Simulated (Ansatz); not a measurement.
FeO:

```
Fe O
1.0
     0.00000    2.38188    2.38188
     2.38188    0.00000    2.38188
     2.38188    2.38188    0.00000
Fe O
1 1
Cartesian
  0.0000 0.0000 0.0000
  1.1909 1.1909 1.1909
```

The cell comes from a database or a generator and needn't be the stable form of this composition.

```yaml
Program: Ansatz 0.2.0
Task: relaxation of cell and atoms
Functional: HSEsol
Potentials_or_basis: Ansatz PAW
Cutoff: "420 eV (not typed: the program's choice for these potentials)"
k_mesh: 5 × 5 × 5
Occupations: fermi-dirac, width 0.05 eV
Spin: collinear spin, ferromagnetic start
Starting_moments: "[3.0, 0.0] μB"
```

At the start: volume 13.51 Å³/atom.

How do energy, volume and symmetry change on relaxing?

It ends after 8 steps and the volume is 11.51 Å³/atom (-14.9 %); space group F-43m (No. 216, to 0.05 Å); moment 4.02 μB per cell.

The path:
```csv
step,energy change (eV),largest force (eV/Å),volume (Å³)
1,0.0000,0.0000,27.03
2,-0.2541,0.0000,24.41
3,-0.2940,0.0000,22.53
4,-0.2988,0.0000,23.10
5,-0.2990,0.0000,23.05
6,-0.2907,0.0000,23.05
7,-0.2908,0.0000,23.01
8,-0.2906,0.0000,23.01
```

Final structure:
```
CELL_PARAMETERS angstrom
0.00000 2.25755 2.25755
2.25755 0.00000 2.25755
2.25755 2.25755 0.00000
ATOMIC_POSITIONS crystal
Fe 0.00000 0.00000 0.00000
O 0.25000 0.25000 0.25000
```

Caveat: the k mesh is coarse (spacing up to 0.46 Å⁻¹), so the values aren't converged, least of all with exact exchange; the magnetic or orbital state may not be the lowest; the plane-wave basis is chosen anew once the cell has moved, so the energies of steps on either side of that aren't comparable; the pressure holds a Pulay correction of +0.6 GPa for the finite cutoff; a cell with one magnetic atom can't hold antiferromagnetic order, which such compounds often take; the PAW data sets come from PBE, with cores solved anew for the run's functional, which leaves a small shift of forces and pressure.
